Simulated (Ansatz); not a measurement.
# GaN: how the settings move a relaxation

How sensitive is a relaxation of GaN to its settings? A reference run comes first, then one run with altered input.

Computed with Ansatz 0.2.0 (reference: DFT PBE, scalar-relativistic, plane waves, PAW, unless a step's input says otherwise).

4 further runs of the same task are left out: 4 set aside as unsound or not needed.

## (1) Starting point

It takes space group P6_3mc (No. 186, hexagonal). Conventional cell: a = 3.189 Å, b = 3.189 Å, c = 5.192 Å, α = 90.00°, β = 90.00°, γ = 120.00°. Around Ga (site symmetry 3m) lie 4 N at 1.95 to 1.96 Å. N (site symmetry 3m) is surrounded by 4 Ga at 1.95 to 1.96 Å.

As a file:

```cif
data_structure
_symmetry_space_group_name_H-M 'P 1'
_symmetry_Int_Tables_number 1
_cell_length_a 3.1889
_cell_length_b 3.1889
_cell_length_c 5.1924
_cell_angle_alpha 90.000
_cell_angle_beta 90.000
_cell_angle_gamma 120.000
_cell_volume 45.73
loop_
_atom_site_label
_atom_site_type_symbol
_atom_site_fract_x
_atom_site_fract_y
_atom_site_fract_z
_atom_site_occupancy
Ga1 Ga 0.66667 0.33333 0.49908 1
Ga2 Ga 0.33333 0.66667 0.99908 1
N1 N 0.66667 0.33333 0.87592 1
N2 N 0.33333 0.66667 0.37592 1
```

## (2) The reference run

Input file input.yaml:

```yaml
crystal:
  lattice:
    - [3.1889304035, 0.0, 0.0]
    - [-1.5944652018, 2.7616947404, 0.0]
    - [0.0, 0.0, 5.19235725]
  atoms:
    - { symbol: Ga, position: [0.66666667, 0.33333333, 0.49908371] }
    - { symbol: Ga, position: [0.33333333, 0.66666667, 0.99908371] }
    - { symbol: "N", position: [0.66666667, 0.33333333, 0.87591629] }
    - { symbol: "N", position: [0.33333333, 0.66666667, 0.37591629] }
basis:
  ecutwfc: 420
kpoints:
  mp_grid: { grid: [9, 9, 6] }
hamiltonian:
  xc: pbe
scf:
  occupations: { method: gaussian, width: 0.02 }
output:
  forces: true
  stress: true
  eigenvalues: true
relax:
  adjacent_minimum: "off"
  f_tol: 0.005
  max_steps: 80
  cell: { stress_tol: 0.05 }
```

Command:

```console
$ ansatz run input.yaml --threads 8 --pin off --max-ram 16384MiB --backend cpu --events-out ev --progress --plain --runs-dir out
```

The main lines of its log:

```text
[...]
Basis set: ecut = 420 eV, 917 PW (Γ), exchange–correlation on 48×48×72 points (8 copies of the dense FFT grid, shifted against one another)
[...]
k-points: 48 of 486 (time reversal used)
[...]
SCF iter   1: F=—  HF=-8335.816035 eV  |F-HF|=—  |Δ(HF+E_count)|=         —  Δρ=8.45e-4  dr2=1.93e-4  ethr=1.77e-3  ⟨swp⟩=5.3  Hψ=4339  notcnv=0
preconditioner: auto → Resta (q_TF=auto, 2.622 Å⁻¹)  ε∞=5.0  [insulator: Δε(μ)=1.893 eV  Ē_g=16.573 eV  σ=0.020 eV  W_gap=1.00  n_scr=22 (ndim 8)  ℏωp=32.9 eV  f_vac=0.009  D(μ)=0.00/eV (n_scr^D=0)  ε∞_Penn≈5.0]
SCF iter   2: F=—  HF=-8335.816614 eV  |F-HF|=—  |Δ(HF+E_count)|=   5.79e-4  Δρ=3.99e-4  dr2=2.75e-5  ethr=5.36e-7  ⟨swp⟩=2.0  Hψ=2385  notcnv=0
[...]
relax step   1: F+E_penalty+E_count = -8335.81675801 eV  Δ(F+E_penalty+E_count) = +0.000e0 eV  max|allowed force component| = 5.812e-3 eV/Å  Δτ_max = 0.0000 Å  P = +5.158 GPa  Ω = 45.728 Å³  (6 SCF iters, dr2 threshold 1.00e-7 eV, accepted)
[...]
relax step   2: F+E_penalty+E_count = -8335.83112849 eV  Δ(F+E_penalty+E_count) = -1.437e-2 eV  max|allowed force component| = 8.162e-4 eV/Å  Δτ_max = 0.0005 Å  P = +1.997 GPa  Ω = 46.485 Å³  energy of the carried Pulay correction = -2.420e-3 eV  (6 SCF iters,
[...]
Basis set: ecut = 420 eV, 941 PW (Γ), exchange–correlation on 48×48×72 points (8 copies of the dense FFT grid, shifted against one another)
[...]
relax step   3: F+E_penalty+E_count = -8335.83274305 eV  Δ(F+E_penalty+E_count) = -1.615e-3 eV  max|allowed force component| = 1.524e-3 eV/Å  Δτ_max = 0.0002 Å  P = +0.082 GPa  Ω = 46.976 Å³  energy of the carried Pulay correction = -3.970e-3 eV  (5 SCF iters,
[...]
relax step   4: F+E_penalty+E_count = -8335.83268252 eV  Δ(F+E_penalty+E_count) = +6.053e-5 eV  max|allowed force component| = 9.691e-4 eV/Å  Δτ_max = 0.0001 Å  P = +0.001 GPa  Ω = 46.997 Å³  energy of the carried Pulay correction = -4.037e-3 eV  (4 SCF iters,
[...]
relax step   5: F+E_penalty+E_count = -8335.83734532 eV  Δ(F+E_penalty+E_count) = -4.663e-3 eV  max|allowed force component| = 8.895e-4 eV/Å  Δτ_max = 0.0000 Å  P = +0.130 GPa  Ω = 46.997 Å³  stress off target by 1.36e-1 GPa  SCF on the basis re-selected at th
[...]
relax step   6: F+E_penalty+E_count = -8335.83725356 eV  Δ(F+E_penalty+E_count) = +9.176e-5 eV  max|allowed force component| = 1.501e-5 eV/Å  Δτ_max = 0.0000 Å  P = +0.003 GPa  Ω = 47.031 Å³  energy of the carried Pulay correction = -1.060e-4 eV  (4 SCF iters,
[...]
SCF iter   4: F=—  HF=-8335.837358 eV  |F-HF|=—  |Δ(HF+E_count)|=   2.32e-9  Δρ=8.35e-7  dr2=2.12e-10  ethr=3.31e-12  ⟨swp⟩=2.1  Hψ=1435  notcnv=0
SCF iter   5: F=-8335.837358 eV  HF=-8335.837358 eV  |F-HF|=1.82e-11  |Δ(HF+E_count)|=  5.09e-10  Δρ=1.70e-7  dr2=1.17e-11  ethr=1.00e-12  ⟨swp⟩=2.9  Hψ=4175  notcnv=0
[...]
relax step   7: F+E_penalty+E_count = -8335.83735839 eV  Δ(F+E_penalty+E_count) = -1.048e-4 eV  max|allowed force component| = 1.524e-6 eV/Å  Δτ_max = 0.0000 Å  P = +0.004 GPa  Ω = 47.031 Å³  stress off target by 4.63e-3 GPa  SCF on the basis re-selected at th
[...]
SCF converged after 5 iterations
Free energy (F): -8335.837358 eV
[...]
E sigma→0 (E₀):  -8335.837358 eV
Fermi energy:    10.116705 eV
[...]
  P = ⅓ Tr σ = 0.0045 GPa (0.045 kbar)
[...]
--- Relaxed structure (5 steps of the walk, 5 accepted, 2 SCFs on fresh bases) ---
[...]
```

Run time: 5.9 s. Hardware: 8 threads of Arm Neoverse V2, shared host; peak memory 0.48 GiB.

## (3) Variant: mp_grid.grid [11, 11, 8], occupations.width 0.1, chi_scale 0.0

input.yaml: that of step 2 with these lines changed.

```diff
@@ -13,3 +13,3 @@
 kpoints:
-  mp_grid: { grid: [9, 9, 6] }
+  mp_grid: { grid: [11, 11, 8] }
 hamiltonian:
@@ -17,7 +17,8 @@
 scf:
-  occupations: { method: gaussian, width: 0.02 }
+  occupations: { method: gaussian, width: 0.1 }
+  initial_density: { chi_scale: 0.0 }
 output:
   forces: true
+  eigenvalues: true
   stress: true
-  eigenvalues: true
 relax:
```

Command:

```console
$ ansatz run input.yaml --threads 8 --pin off --max-ram 16384MiB --backend cpu --events-out ev --progress --plain --runs-dir out
```

Log (excerpt; [...] marks lines left out):

```text
Warning: RAYON_NUM_THREADS=8 ignored (pool sized by the plan → 8); use --threads N
[...]
Pseudopotentials: kind: paw
Pseudopotential: Ga, paw, valence charge 13, recommended cutoff 420 eV (normal), Ga.paw.azcp
Pseudopotential: N, paw, valence charge 5, recommended cutoff 420 eV (normal), N.paw.azcp
Functional definition: PBE
[...]
Crystal: 4 atoms, lattice volume = 45.728 Å³
Basis set: ecut = 420 eV, 917 PW (Γ), exchange–correlation on 48×48×72 points (8 copies of the dense FFT grid, shifted against one another)
Bands: 22, of which v1, the nominal top of the filled ones, is band 18 counted from 1 (17 counted from 0)
Symmetry: 12 space group operations
Space group: P63mc (ITA 186), of the structure as read, at distance tolerance 3.6e-5 Å
k-points: 80 of 968 (time reversal used)
[...]
SCF iter   1: F=—  HF=-8339.689754 eV  |F-HF|=—  |Δ(HF+E_count)|=         —  Δρ=1.61e-1  dr2=1.37e1  ethr=3.10e-3  ⟨swp⟩=4.2  Hψ=6729  notcnv=0
[...]
relax step   1: F+E_penalty+E_count = -8335.81699187 eV  Δ(F+E_penalty+E_count) = +0.000e0 eV  max|allowed force component| = 5.866e-3 eV/Å  Δτ_max = 0.0000 Å  P = +5.161 GPa  Ω = 45.728 Å³  (9 SCF iters, dr2 threshold 1.00e-7 eV, accepted)
[...]
SCF converged after 5 iterations
Free energy (F): -8335.837503 eV
[...]
E sigma→0 (E₀):  -8335.837503 eV
Fermi energy:    10.118023 eV
[...]
--- Forces (eV/Å), atoms counted from 1 ---
  atom   1  Ga    -0.00000000     0.00000000    -0.00009850
  atom   2  Ga    -0.00000000    -0.00000000    -0.00009850
  atom   3  N      0.00000000     0.00000000     0.00009805
  atom   4  N      0.00000000    -0.00000000     0.00009805
[...]
--- Stress (GPa, compression-positive) ---
        0.003810       0.000000       0.000000
        0.000000       0.003810      -0.000000
        0.000000      -0.000000       0.003192
  P = ⅓ Tr σ = 0.0036 GPa (0.036 kbar)
--- Band table (eV; the first three rows and the last of 80) ---
[... band rows left out ...]
[...]
--- Relaxed structure (5 steps of the walk, 5 accepted, 2 SCFs on fresh bases) ---
  F+E_penalty+E_count = -8335.83750277 eV   max|allowed force component| = 9.828e-5 eV/Å   (the final SCF, on the basis selected at the relaxed cell)
  cell:  # Å, volume = 47.0327 Å³
    - [3.2183729185128582, 2.913406822596552e-11, 2.5408521684901133e-18]
    - [-1.60918645928166, 2.7871927062694337, -2.0097418913667468e-18]
    - [4.1371276599936355e-18, -1.3900130723846883e-18, 5.243202140797587]
  atoms:
    - { symbol: Ga, position: [0.6666666666666666, 0.33333333333333326, 0.4991367103283953] }
    - { symbol: Ga, position: [0.33333333333333326, 0.6666666666666665, 0.999136710328395] }
    - { symbol: N, position: [0.6666666666666666, 0.33333333333333326, 0.8758632896716049] }
    - { symbol: N, position: [0.33333333333333326, 0.6666666666666665, 0.37586328967160476] }
```

Run time: 9.6 s. Hardware: 8 threads of Arm Neoverse V2, shared host; peak memory 0.5 GiB.

Changing the k-point mesh, smearing and start hardly moves the energy: 0.0 meV/atom. Cost: 9.6 s against 5.9 s.

## (4) All runs together

```csv
run,ending,energy change,pressure (GPa),gap (eV),force (eV/Å),cycles,time
reference,converged,0,0.0,1.71,0.00,-,5.9 s
"1: mp_grid.grid [11, 11, 8], occupations.width 0.1, chi_scale 0.0",converged,0.0 meV/atom (σ→0),0.0,1.71,0.00,-,9.6 s
```

**Reading.** Changing the k-point mesh, smearing and start leaves the energy as it was (0.0 meV/atom). Cost: 9.6 s against 5.9 s.

These are semilocal Kohn-Sham gaps, which aren't the measured quantity. Such gaps usually fall short of the measured ones.
